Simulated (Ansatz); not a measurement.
# Structure search: one ZnS candidate

All numbers below come from DFT PBE, scalar-relativistic, plane waves, PAW in Ansatz. Cutoff 420 eV, Gaussian smearing, Γ-centred meshes. Cell and atoms relax first on a coarse mesh and then on a converged one. In between, the cell is made exact in the group found at 0.06 Å. The steps can't lower the symmetry of their start. No spin polarisation.

Recipe of this trial structure of ZnS: 4-connected net, two elements alternating (P3_221, No. 154). Its size is a rough estimate.

```
Zn S
1.0
     5.70106    0.00000    0.00000
    -2.85053    4.93726    0.00000
     0.00000    0.00000    3.36216
Zn S
3 3
Direct
  0.62265 0.00000 0.66667
  0.00000 0.62265 0.33333
  0.37735 0.37735 0.00000
  0.37735 0.00000 0.16667
  0.00000 0.37735 0.83333
  0.62265 0.62265 0.50000
```

The zero of energy is the elements' standard structures at the same level; no fitted shifts are applied.

Problem. What does it relax into?

Solution. The symmetry stays P3_221 (No. 154). The volume per atom grows by 25.0 %, from 15.8 to 19.7 Å³. The shortest distance goes from 2.19 Å (Zn–S) to 2.37 Å (Zn–S). The energy falls by about 0.28 eV/atom (the start's value is from the coarse mesh). Conventional cell: a = 6.077 Å, c = 3.700 Å. Zn has 4 S at 2.37–2.38 Å; around S lie 4 Zn at 2.37–2.38 Å.

Space group P3_221 (No. 154). a = 6.077 Å, b = 6.077 Å, c = 3.700 Å, α = 90.00°, β = 90.00°, γ = 120.00°
| atom | site | symmetry | x | y | z |
| --- | --- | --- | --- | --- | --- |
| Zn | 3a | .2. | 0.6148 | 0.0000 | 0.6667 |
| S | 3b | .2. | 0.3674 | 0.0000 | 0.1667 |

Problem. How does it come out in energy, and is it a metal?

Solution. The energy over the elements is −0.704 eV/atom and the gap on the 6×6×8 mesh of the 6-atom cell is 1.90 eV.

Whether it is stable depends on the other phases of the system, which aren't compared here.

The last run used Gaussian smearing of 0.02 eV. Kohn–Sham gaps at this level usually fall short of measured ones. The reference form of S is held partly by dispersion forces, which this level lacks. A later test with randomly moved atoms came back to the same energy, though modes that don't fit the test's cell weren't probed.
